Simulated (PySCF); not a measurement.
# Substituent chemical shifts

Parent skeleton `[OH:1][c:2]1[cH:3][cH:4][cH:5][cH:6][cH:7]1`; one hydrogen on atom 4 is replaced by X. Hydrogens on one atom are averaged.

No solvent model, fast rotation and ring inversion assumed for equivalent nuclei, single conformer, no relativistic terms. Shieldings: GIAO PBE0/pcSseg-1; geometry from GFN2-xTB; PySCF.

Scale: H2O for ¹⁷O (336.08 ppm); ¹³C (186.93 ppm), ¹H (31.72 ppm) against TMS (reference shieldings calculated alike).

Parent (X = H): O1 126.6, C2 163.8, C3 118.7, C4 135.3, C5 124.8, C6 135.3, C7 118.7, H(C3) 6.95, H(C5) 7.11 ppm. Effects are Δδ = δ(X) − δ(H), positive for deshielding.

Task: Order these by the shift of H(C5), most shielded first.
A. X = allyl
B. X = CHF2
C. X = CH=NH

Result: A (-0.18 ppm), B (+0.18 ppm), C (+0.30 ppm).

Experimental scales use liquid or dissolved standards, which lie at an offset from isolated H2O (liquid H2O: subtract about 36 ppm).
